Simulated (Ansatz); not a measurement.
Results of revPBE (PAW; Ansatz, an electronic-structure program) for wurtzite BeO.

Run with plane-wave cutoff 520 eV, 18×18×8 k mesh (along the axes of the cell as run), Fermi–Dirac smearing 0.01 eV, scalar-relativistic PAW data made under PBE.

Computed points:

```csv
V (Å³/atom),E − E_lowest (meV/atom)
6.861,7.62
7.004,1.84
7.147,0.00
7.290,1.74
7.433,6.73
```

Question: Fit the third-order Birch–Murnaghan equation and give B0 and B′.

Answer: V0 = 7.147 Å³/atom, B0 = 200 GPa, B′ = 3.7 (fit to the energies at full precision).

Shape and atoms are relaxed at each volume.

Measured, for comparison: bulk modulus 212 GPa (room temperature, no zero-point or thermal correction, K' fixed at 4, our sources range from 212 to 224; as tabulated in High-pressure and high-temperature crystal chemistry of beryllium oxide (Scilit …). Computed (rounded) less measured: bulk modulus -6 % (-6 % to -11 % over the range).

Note: the bulk modulus comes from volumes at which shape and atoms were relaxed.

Computed values are for the static lattice.
